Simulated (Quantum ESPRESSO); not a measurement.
Crystal: LiF (Griceite).

```xyz
2
Lattice="0.0000 2.0140 2.0140 2.0140 0.0000 2.0140 2.0140 2.0140 0.0000" Properties=species:S:1:pos:R:3 pbc="T T T"
F     2.0140    2.0140    2.0140
Li    0.0000    0.0000    0.0000
```

Base run:

| Item | Value |
| --- | --- |
| Program | Quantum ESPRESSO 7.5 |
| Functional | BLYP |
| Potentials or basis | GBRV 1.5 PBE |
| Cutoff | 612 eV |
| Density cutoff | 4898 eV |
| k mesh | 8 × 8 × 8, shifted |
| Occupations | fermi-dirac, width 0.05 eV |
| Spin | no spin polarisation |

Its results: pressure 3.1 GPa; electronic dielectric tensor (diagonal) 2.03.

Task: The run is repeated on the same cell with these changes: functional from BLYP to AM05. What comes out?

Result: Pressure 0.8 GPa; electronic dielectric tensor (diagonal) 2.07.

AM05 binds more tightly than BLYP, so the same cell stands under less pressure.

Caveats: the potentials were made for another functional, which shifts forces and pressure; the cell is more than 3 GPa from zero pressure, which shifts response properties (some runs).
